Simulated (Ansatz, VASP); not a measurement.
## One calculation of Mo, two programs

Contents of INCAR:

```
SYSTEM = Mo
ALGO = Fast ; EDIFF = 1E-6
ENCUT = 520 ; GGA = PE
ISIF = 2 ; ISMEAR = 0
LASPH = .True. ; LCHARG = .False.
LREAL = .False. ; LWAVE = .False.
NBANDS = 13 ; NELM = 60
PREC = Accurate ; SIGMA = 0.15
```

The input KPOINTS:

```
k-points
0
Gamma
  22 22 22
  0 0 0
```

Contents of POSCAR:

```
Mo
1.0
    0.0000000000      2.2472046139      1.6501223480
    2.2472046139      0.0000000000      1.6501223480
    2.2472046139      2.2472046139      0.0000000000
Mo
1
Direct
    0.0000000000      0.0000000000      0.0000000000
```

Input for Ansatz:

```yaml
crystal:
  lattice:
    - [0.0, 2.2472046139, 1.650122348]
    - [2.2472046139, 0.0, 1.650122348]
    - [2.2472046139, 2.2472046139, 0.0]
  atoms:
    - { symbol: Mo, position: [0.0, 0.0, 0.0] }
basis:
  ecutwfc: 420
kpoints:
  mp_grid: { grid: [22, 22, 22] }
hamiltonian:
  xc: pbe
scf:
  occupations: { method: gaussian, width: 0.15 }
output:
  forces: true
  stress: true
  eigenvalues: true
```

Alike in both runs: task single point; functional PBE; k mesh 22 × 22 × 22; occupations gaussian, width 0.15 eV; no spin polarisation.

```csv
,VASP,Ansatz
version,VASP 6.6.1,Ansatz 0.2.0
potentials or method,"VASP PAW PBE potentials, release 64 (Mo_sv)","scalar-relativistic, plane waves, PAW"
plane-wave cutoff (eV),520,420
valence electrons in the cell,14,14
```

Ansatz gave:

| Property | Result |
| --- | --- |
| gap on the k mesh at the Fermi level (eV) | none |
| pressure (GPa) | -12.3 |
| largest component of the traceless stress (GPa) | 6.41 |

Problem. Which values does VASP return?

Solution. gap on the k mesh at the Fermi level (eV): none; pressure (GPa): -11.8; largest component of the traceless stress (GPa): 6.40.

A gap of «none» marks a metal or a gap that the smearing closes.
